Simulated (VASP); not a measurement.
The system is SnS.

```
Sn S
1.0
    11.20000    0.00000    0.00000
     0.00000    3.98700    0.00000
     0.00000    0.00000    4.33400
Sn S
4 4
Direct
  0.11940 0.25000 0.11980
  0.38060 0.75000 0.61980
  0.61940 0.25000 0.38020
  0.88060 0.75000 0.88020
  0.85080 0.25000 0.47930
  0.64920 0.75000 0.97930
  0.35080 0.25000 0.02070
  0.14920 0.75000 0.52070
```

* Program: VASP 6.6.1
* Task: relaxation of cell and atoms
* Functional: PBEsol
* Potentials or basis: VASP PAW PBE potentials, release 64 (Sn_d, S)
* Cutoff: 600 eV
* k mesh: 4 × 8 × 6
* Occupations: gaussian, width 0.03 eV
* Spin: no spin polarisation

At the start: pressure -0.8 GPa; volume 24.19 Å³/atom.

Question: Where does the relaxation end?

Answer: Over 17 steps the energy falls by 3.3 meV/atom and the volume is 23.42 Å³/atom (-3.2 %); space group Pnma (No. 62, to 0.05 Å).

The path:
| step | energy change (eV) | largest force (eV/Å) | pressure (GPa) | volume (Å³) |
| --- | --- | --- | --- | --- |
| 1 | 0.0000 | 0.0741 | -0.79 | 193.53 |
| 2 | -0.0097 | 0.1417 | 0.13 | 190.21 |
| 3 | -0.0097 | 0.1445 | 0.17 | 190.10 |
| 4 | -0.0166 | 0.0946 | 0.11 | 189.32 |
| 5 | -0.0225 | 0.0337 | 0.02 | 187.85 |
| 6 | -0.0226 | 0.0383 | 0.03 | 187.65 |
| 7 | -0.0247 | 0.0292 | -0.04 | 187.49 |
| 8 | -0.0246 | 0.0292 | -0.03 | 187.48 |
| 9 | -0.0254 | 0.0155 | 0.05 | 187.24 |
| 10 | -0.0255 | 0.0152 | 0.09 | 187.09 |
| 11 | -0.0257 | 0.0241 | -0.09 | 187.58 |
| 12 | -0.0258 | 0.0208 | -0.02 | 187.43 |
| 13 | -0.0258 | 0.0204 | -0.05 | 187.45 |
| 14 | -0.0259 | 0.0183 | -0.02 | 187.43 |
| 15 | -0.0260 | 0.0166 | -0.01 | 187.41 |
| 16 | -0.0262 | 0.0091 | 0.02 | 187.33 |
| 17 | -0.0262 | 0.0094 | -0.01 | 187.35 |

Final structure:
```
CELL_PARAMETERS angstrom
11.08297 0.00000 0.00000
0.00000 3.98446 0.00000
0.00000 0.00000 4.24249
ATOMIC_POSITIONS crystal
Sn 0.11831 0.25000 0.11342
Sn 0.38169 0.75000 0.61342
Sn 0.61831 0.25000 0.38658
Sn 0.88169 0.75000 0.88658
S 0.85349 0.25000 0.47308
S 0.64651 0.75000 0.97308
S 0.35349 0.25000 0.02692
S 0.14651 0.75000 0.52692
```

Caveat: the PAW data sets were made with another functional, which shifts forces and pressure a little.
